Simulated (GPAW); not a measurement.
The system is Fe3Ge.

```
CELL_PARAMETERS angstrom
3.66050 0.00000 0.00000
0.00000 3.66050 0.00000
0.00000 0.00000 3.66050
ATOMIC_POSITIONS crystal
Ge 0.00000 0.00000 0.00000
Fe 0.50000 0.00000 0.50000
Fe 0.50000 0.50000 0.00000
Fe 0.00000 0.50000 0.50000
```

The cell comes from a database or a generator and needn't be the stable form of this composition.

```yaml
Program: GPAW 26.7.0
Task: relaxation of cell and atoms
Functional: PBEsol
Potentials_or_basis: PAW data sets generated in the run's folder for this functional
Cutoff: 600 eV
Basis: pw
k_mesh: 7 × 7 × 7
Occupations: fermi-dirac, width 0.05 eV
Spin: collinear spin, ferromagnetic start
Starting_moments: "[0.0, 3.0, 3.0, 3.0] μB"
```

At the start: pressure -9.9 GPa; volume 12.26 Å³/atom.

Task: Where does the relaxation end?

Result: Over 4 steps the energy falls by 20.6 meV/atom and the volume is 11.63 Å³/atom (-5.2 %); space group Pm-3m (No. 221, to 0.05 Å); moment 6.24 μB per cell.

The path:
```csv
step,energy change (eV),largest force (eV/Å),pressure (GPa),volume (Å³)
1,0.0000,0.0000,-9.90,49.05
2,-0.0228,0.0000,-8.60,48.65
3,-0.0816,0.0000,1.02,46.27
4,-0.0826,0.0000,-0.07,46.50
```

Final structure:
```
CELL_PARAMETERS angstrom
3.59605 0.00000 0.00000
0.00000 3.59605 0.00000
0.00000 0.00000 3.59605
ATOMIC_POSITIONS crystal
Ge 0.00000 0.00000 0.00000
Fe 0.50000 0.00000 0.50000
Fe 0.50000 0.50000 0.00000
Fe 0.00000 0.50000 0.50000
```

Caveat: each step starts from the last one's moments, so a moment once lost doesn't come back; later steps reuse the first step's grids.
